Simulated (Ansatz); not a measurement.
# ZnS, space group P6_3mc: a check of PAW against all-electron LAPW

With Ansatz's Python interface.

Notebook, run cell by cell (the value of a cell's last expression is shown):

```python
import ansatz
import numpy as np
```

```python
KMESH = (6, 6, 4)
FILLING = "Fixed"
```

```python
def count_gap(report):
    # lowest empty less highest filled band, counting bands; zero where they overlap
    return max(report.get("gap_by_band_count_ev") or 0.0, 0.0)
```

```python
lattice = ansatz.Lattice.of(
    (3.811, 0.0, 0.0),
    (-1.9055, 3.30042281, 0.0),
    (0.0, 0.0, 6.234),
)
sites = [
    ("Zn", (1 / 3, 2 / 3, 0.0)),
    ("Zn", (2 / 3, 1 / 3, 0.5)),
    ("S", (1 / 3, 2 / 3, 0.385)),
    ("S", (2 / 3, 1 / 3, 0.885)),
]
system = ansatz.Crystal(lattice=lattice)
for symbol, position in sites:
    system = system.atom(symbol, position)
```

```python
system.resolved().sites[-1]
```

    Site(symbol='S', position=(0.6666666666666666, 0.3333333333333333, 0.885), moment=None, axis=None, held=None, saved=None)

```python
model = system.calculation()
model = model.functional(ansatz.Functional.PBESOL)
model = model.kpoints(*KMESH).occupations(FILLING)
model = model.stress().forces()
model = model.band_table()
variants = {
    "PAW": model.pseudopotentials("paw"),
    "LAPW": model.pseudopotentials("all_electron", lapw=True),
}
# totals differ by the cores that each treatment holds, so compare what does not depend on them
rows = []
for label, variant in variants.items():
    summary = variant.run(threads=1, pin="off").report
    levels = np.array(summary["eigenvalues_ev"][0]) - summary["fermi_energy_ev"]
    print(label, "levels at the first k-point near E_F:", np.round(levels[np.abs(levels) < 5], 3))
    rows.append((label, summary["n_electrons"], np.trace(summary["stress_gpa"]) / 3, float(np.abs(summary["forces_ev_ang"]).max()), count_gap(summary)))
print("     treatment  electrons in bands           P GPa  max force component eV/A  gap by band count eV")
for row in rows:
    print(f"{str(row[0]):>14s}  {row[1]:18.1f}  {row[2]:14.3f}  {row[3]:24.4f}  {row[4]:20.3f}")
```

    DeckWarning: basis.ecutwfc = 420 eV, auto-derived from the records' recommended cutoffs: set by Zn (normal level)
    PAW levels at the first k-point near E_F: [-0.87  -0.87  -0.012 -0.012  0.     2.109  2.874]
    LAPW levels at the first k-point near E_F: [-0.869 -0.869 -0.012 -0.012  0.     2.113  2.877]
         treatment  electrons in bands           P GPa  max force component eV/A  gap by band count eV
               PAW                36.0          -1.277                    0.3076                 2.109
              LAPW                68.0          -1.273                    0.3074                 2.113

PAW gives -1.277 GPa and LAPW -1.273 GPa, 0.004 GPa apart. They took 3.7 and 49.8 s of processor time.

What to keep in mind:
- Semilocal gaps usually lie well under measured ones.
- The computed bands are complete only to about 5.0 eV above the Fermi level.
- Under fixed occupations the level called the Fermi level is the highest filled one on the SCF mesh; off the mesh a filled band can lie a little above it.
- The structure is a deposited one; some such entries were measured under pressure or heat, so a shift against it needn't be the functional's error alone.
- Gaps and levels are Kohn-Sham values on a finite set of k-points.
- Warnings are shown shortened and without file and line.
- Pressure is positive in compression; the treatments may keep other shells as core, so totals and counts of electrons can differ.
- Timing: 54 s on 1 thread of Arm Neoverse V2, on a shared host, peak memory 0.56 GiB.
